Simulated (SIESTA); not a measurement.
Crystal: GaSb.

```
Sb Ga
1.0
     0.00000    3.05900    3.05900
     3.05900    0.00000    3.05900
     3.05900    3.05900    0.00000
Sb Ga
1 1
Direct
  0.75000 0.75000 0.75000
  0.00000 0.00000 0.00000
```

Base run:

| Item | Value |
| --- | --- |
| Program | SIESTA 5.4.2 |
| Functional | VV10 |
| Potentials or basis | PseudoDojo 0.4 standard (PBE files) |
| Basis | DZP (energy shift 0.002 Ry; radii capped at 9.5 bohr) |
| Grid cutoff | 800 Ry |
| Energy shift | 0.002 Ry |
| k mesh | 8 × 8 × 8 |
| Occupations | fermi-dirac, width 0.05 eV |
| Spin | no spin polarisation |

Its results: band gap on the k mesh none (metal or under the smearing width); pressure 4.1 GPa.

Q: After a change of settings the same cell gave: band gap on the k mesh none (metal or under the smearing width); pressure 6.3 GPa. Which change was it?
A. functional from VV10 to BLYP
B. functional from VV10 to PBE
C. functional from VV10 to PBE; basis from DZP (energy shift 0.002 Ry; radii capped at 9.5 bohr) to DZ (energy shift 0.002 Ry; radii capped at 9.5 bohr)
D. functional from VV10 to RPBE

A: A.

Caveats: semicore shells carry a single zeta, which can move pressures by several GPa and volumes by a few percent; the potentials were made for another functional, which shifts forces and pressure; the basis of atomic orbitals isn't converged, which shifts pressures, moduli and gaps; the non-local part is tabulated coarsely and may be off by about a percent (some runs).

Not every run made on this cell is shown here.
